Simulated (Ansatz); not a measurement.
The crystal is LiF (Griceite).

```
Li F
1.0
     0.00000    2.01400    2.01400
     2.01400    0.00000    2.01400
     2.01400    2.01400    0.00000
Li F
1 1
Cartesian
  0.0000 0.0000 0.0000
  2.0140 2.0140 2.0140
```

The cell and positions come from the Crystallography Open Database and are kept as given unless a step says otherwise.

Gaps computed with Ansatz 0.2.0 without a self-energy: LDA 8.84 eV, PBE 9.09 eV, HSE06 11.40 eV, PBE0 12.16 eV and DDH-PBE0 15.11 eV.

Q: Estimate the G0W0@PBE gap with 6×6×6 mesh, 104 empty bands, screening to 200 eV, PAW set soft_1 files.

About 13.40 eV: on its mesh the run moves the gap from 9.09 eV by +4.31 eV. Among the scalar-relativistic levels given, PBE0 is nearest (−1.24 eV). Bands and cutoff are finite, so the gap is not at the basis limit. The miss can reach some tenths of an eV and take either sign; the mesh is an error of its own.

[Paths, hosts, dates, memory and timing lines, banners, echoed tables and standing remarks are left out of the program output.]

[Logs are printed without paths, hosts, clocks, repeated set-up lines and the standing remarks that a program may print on its own settings, such as how far it seeks lower states.]

[Runs of the session that timed out or met a known fault of the program may be left out.]

[Cells called generated may have been cut or substituted from an entry of the Crystallography Open Database or the Materials Project.]

[Hosts, paths, dates, database ids (printed as entryN), source tags and the programs' standing remarks are cut or masked in the printed files.]
